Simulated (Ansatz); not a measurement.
Input of an Ansatz 0.2.0 run:

input

```
crystal:
  lattice:
    - [2.82845, 0.0, 0.0]
    - [-1.41423, 2.44951, 0.0]
    - [0.0, 0.0, 2.72172]
  atoms:
    - { symbol: Co, position: [0.0, 0.0, 0.5], spin: 2.0 }
    - { symbol: O, position: [0.66667, 0.33333, 0.0] }
hamiltonian:
  xc:
    exchange: hjs_pbesol
    correlation: pbesol
    exx: { coeff: 0.25, omega: 0.207 }
  pseudopotentials: { kind: paw }
magnetization:
  spin_polarized: true
kpoints:
  mp_grid: { grid: [6, 6, 5] }
  band_path:
    path:
      - [[0.0, 0.0, 0.0], [0.5, 0.0, 0.0], [0.3333333333, 0.3333333333, 0.0], [0.0, 0.0, 0.0], [0.0, 0.0, 0.5], [0.5, 0.0, 0.5], [0.3333333333, 0.3333333333, 0.5], [0.0, 0.0, 0.5]]
      - [[0.5, 0.0, 0.5], [0.5, 0.0, 0.0]]
      - [[0.3333333333, 0.3333333333, 0.0], [0.3333333333, 0.3333333333, 0.5]]
    npoints: 4
scf:
  occupations: { method: fermi_dirac, width: 0.05 }
  n_extra_bands: 6
output:
  forces: true
  stress: true
  eigenvalues: true
  fatbands: false
```

Task: Predict the net moment.

Result: 3.00 μB per cell.

Task: Estimate the site moments.

Result: Co +2.67; O +0.31 μB.

Task: Predict the absolute moment.

Result: 3.12 μB per cell.

Stress tensor (GPa, compression positive):
```
 -8.99   0.00   0.00
  0.00  -8.99   0.00
  0.00   0.00 -10.89
```

Caveat: the k mesh is coarse (spacing up to 0.46 Å⁻¹), so the values aren't converged, least of all with exact exchange; the magnetic or orbital state may not be the lowest; the pressure holds a Pulay correction of +0.8 GPa for the finite cutoff; a cell with one magnetic atom can't hold antiferromagnetic order, which such compounds often take; the PAW data sets come from PBE, with cores solved anew for the run's functional, which leaves a small shift of forces and pressure; the thresholds are loose for stress.
